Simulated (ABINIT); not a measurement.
The system is Sb.

```
CELL_PARAMETERS angstrom
2.15420 1.24373 3.75800
-2.15420 1.24373 3.75800
0.00000 -2.48746 3.75800
ATOMIC_POSITIONS crystal
Sb 0.76651 0.76651 0.76651
Sb 0.23349 0.23349 0.23349
```

Base run:

| Item | Value |
| --- | --- |
| Program | ABINIT 10.8.3 (patched build) |
| Functional | PBEsol |
| Potentials or basis | PseudoDojo NC SR PBEsol v0.4 stringent |
| Cutoff | 1252 eV |
| k mesh | 6 × 6 × 6 |
| Occupations | fermi-dirac, width 0.05 eV |
| Spin | no spin polarisation |

Its results: band gap on the k mesh none (metal or under the smearing width); pressure -0.7 GPa; largest force 0.023 eV/Å.

Question: The run is repeated on the same cell with these changes: potentials or basis from PseudoDojo NC SR PBEsol v0.4 stringent to PseudoDojo NC SR PBEsol v0.4.1 standard; cutoff from 1252 eV to 980 eV; valence electrons from 46 to 30. What comes out?

Answer: Band gap on the k mesh none (metal or under the smearing width); pressure -1.3 GPa; largest force 0.037 eV/Å.

Not every run made on this cell is shown here.
